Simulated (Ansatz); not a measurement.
# What a strained W layer does to its nuclei

Cell: a structure deposited in the COD, whose atoms a relaxation with PBE at fixed cell left in place.

```
W
1.0
     5.08300    0.00000    0.00000
     0.00000    5.08300    0.00000
     0.00000    0.00000    5.08300
W
8
Cartesian
  0.0000 0.0000 0.0000
  2.5415 2.5415 2.5415
  0.0000 2.5415 1.2708
  0.0000 2.5415 3.8123
  1.2708 0.0000 2.5415
  3.8123 0.0000 2.5415
  2.5415 3.8123 0.0000
  2.5415 1.2708 0.0000
```

Sites (sets of like atoms) are named by element and the number of their first atom in this list.

All values are calculated (Ansatz; DFT, PBE, plane waves and PAW, scalar-relativistic, 420 eV cutoff, Γ-centred 9×9×9 k-points, Fermi–Dirac smearing 0.05 eV), not measured.

The cell is stretched along z (the third Cartesian axis of the run's cell), x and y held, and the ions relax again each time.

1 of the 2 sets of like atoms is followed.

| strain along z (%) | W1: V along z (10²¹ V/m²) |
| --- | --- |
| -3 | -7.07 |
| -2 | -4.67 |
| -1 | -2.36 |
| 0 | 0.00 |
| +1 | 2.33 |
| +2 | 4.63 |
| +3 | ? |

Problem. Estimate the row at +3 % from the others.

Solution. W1: 6.90. Worked for W1: a straight line through the other 6 rows has a slope of 2.340 × 10²¹ V/m² per per cent of strain and gives 7.00 at +3 %, against 6.90 from the run, so the response is nearly linear here. Without strain W1 sits on a cubic site without a gradient, so the whole gradient comes from the strain.

With no gap above 0.1 eV, as in a metal, the gradients converge slowly in k; expect changes of a tenth or more on a denser mesh. Without spin–orbit coupling the gradients at and beside W can be off by some per cent, at some sites by more.
